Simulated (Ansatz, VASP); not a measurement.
# Ba: VASP beside Ansatz

```
CELL_PARAMETERS angstrom
-2.47500 2.47500 2.50000
2.47500 -2.47500 2.50000
2.47500 2.47500 -2.50000
ATOMIC_POSITIONS crystal
Ba 0.00000 0.00000 0.00000
```

Change from the starting cell: equal xx and yy strain of -1 %.

Alike in both runs: task single point; functional PBEsol; k mesh 10 × 10 × 10; occupations fermi-dirac, width 0.05 eV; no spin polarisation.

```csv
,VASP,Ansatz
version,VASP 6.6.1,Ansatz 0.2.0
potentials or method,"VASP PAW PBE potentials, release 64 (Ba_sv), cutoff 520 eV","all-electron LAPW, scalar-relativistic"
```

```csv
,VASP,Ansatz,Ansatz less VASP
pressure (GPa),-0.4,-0.4,-0.07
```

Ansatz ran all-electron here, so the differences hold the error of VASP's frozen core and of both bases.

Caveats: the PAW data sets were made with another functional, which shifts forces and pressure a little (VASP). The runs have no spin-orbit coupling, so splittings on Ba are missing.
